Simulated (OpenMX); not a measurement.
Crystal: MgS (Niningerite).

```xyz
2
Lattice="0.0000 2.6016 2.6016 2.6016 0.0000 2.6016 2.6016 2.6016 0.0000" Properties=species:S:1:pos:R:3 pbc="T T T"
S     2.6016    2.6016    2.6016
Mg    0.0000    0.0000    0.0000
```

Base run:

- Program: OpenMX 3.8.5
- Functional: PBE
- Potentials or basis: OpenMX 2013 PBE set, S7.0-s3p2d2f1, Mg7.0-s3p2d2, grid cutoff 500 Ry
- k mesh: 9 × 9 × 9
- Occupations: fermi-dirac, width 0.05 eV
- Spin: no spin polarisation

Its results: band gap on the k mesh 2.87 eV, indirect (least direct gap 3.84 eV); pressure 1.9 GPa.

The run is repeated on the same cell with these changes: potentials or basis from OpenMX 2013 PBE set, S7.0-s3p2d2f1, Mg7.0-s3p2d2, grid cutoff 500 Ry to OpenMX 2013 PBE set, S7.0-s2p2d1, Mg7.0-s3p2, grid cutoff 500 Ry. What comes out?

Band gap on the k mesh 2.76 eV, indirect (least direct gap 3.75 eV); pressure 1.7 GPa.

Caveats: the mesh misses the band edges, which the band path finds closer together; the basis of atomic orbitals isn't converged, which shifts pressures, moduli and gaps.
